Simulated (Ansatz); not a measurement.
# CaF2: the cost of one run

Program: Ansatz 0.2.0. Level of theory: reference: DFT, PBE, plane waves, PAW. These are calculated values, not measurements.

5 further runs of the same task are left out: 1 for a known fault of the program, 4 that didn't finish.

### Step 1. The system as given

Symmetry: Fm-3m, No. 225, cubic system. The conventional cell has a = 5.439 Å, b = 5.439 Å, c = 5.439 Å, α = 90.00°, β = 90.00°, γ = 90.00°. Ca (site symmetry m-3m) has 8 F at 2.36 Å as nearest neighbours. Around F (site symmetry -43m) lie 4 Ca at 2.36 Å.

As a file:

```
CELL_PARAMETERS angstrom
0.00000 2.71959 2.71959
2.71959 0.00000 2.71959
2.71959 2.71959 0.00000
ATOMIC_POSITIONS crystal
Ca 0.00000 0.00000 0.00000
F 0.25000 0.25000 0.25000
F 0.75000 0.75000 0.75000
```

### Step 2. Baseline

The input, input.yaml:

```yaml
crystal:
  lattice:
    - [0.0, 2.7195929736, 2.7195929736]
    - [2.7195929736, 0.0, 2.7195929736]
    - [2.7195929736, 2.7195929736, 0.0]
  atoms:
    - { symbol: Ca, position: [0.0, 0.0, 0.0] }
    - { symbol: F, position: [0.25, 0.25, 0.25] }
    - { symbol: F, position: [0.75, 0.75, 0.75] }
kpoints:
  mp_grid: { grid: [6, 6, 6] }
hamiltonian:
  xc: pbe
scf:
  occupations: { method: fixed }
  n_extra_bands: 4
output:
  forces: true
  stress: true
  eigenvalues: true
```

Launch:

```console
ansatz run input.yaml --threads 4 --pin off --max-ram 3686MiB --backend cpu --events-out ev --progress --plain --runs-dir out
```

What time and memory should one allow on 4 threads of an x86-64 CPU, shared host?

About 1.5 s, with a peak of 0.3 GiB.
